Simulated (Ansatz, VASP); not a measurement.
# Li16H (a cell with a defect) in VASP and in Ansatz

```
Li H
1.0
     6.98000    0.00000    0.00000
     0.00000    6.98000    0.00000
     0.00000    0.00000    6.98000
Li H
16 1
Direct
  0.97856 0.00015 0.99734
  0.52078 0.00009 0.99717
  0.99162 0.49976 0.00833
  0.01504 0.00045 0.51918
  0.25016 0.24319 0.24410
  0.50785 0.49972 0.00833
  0.48415 0.00042 0.51918
  0.75003 0.22367 0.25084
  0.00609 0.50040 0.48465
  0.25011 0.75818 0.24430
  0.24987 0.26224 0.76343
  0.49348 0.50036 0.48450
  0.74996 0.77819 0.25039
  0.74985 0.26471 0.73301
  0.24982 0.73930 0.76320
  0.74983 0.73737 0.73279
  0.74960 0.00097 0.11784
```

Alike in both runs: functional LDA; k mesh 3 × 3 × 3; occupations fermi-dirac, width 0.1 eV; no spin polarisation.

Ansatz relaxed the structure, and its values are those at the end. VASP's run is a single point on that final structure, the one shown.

|  | VASP | Ansatz |
| --- | --- | --- |
| version | VASP 6.6.1 | Ansatz 0.2.0 |
| potentials or method | VASP PAW LDA potentials, release 64 (Li_sv, H) | scalar-relativistic, plane waves, PAW |
| plane-wave cutoff (eV) | 520 | 420 |
| valence electrons in the cell | 49 | 49 |

|  | VASP | Ansatz | Ansatz less VASP |
| --- | --- | --- | --- |
| rms of the force components (eV/Å) | 0.005 | 0.004 | -0.0006 |
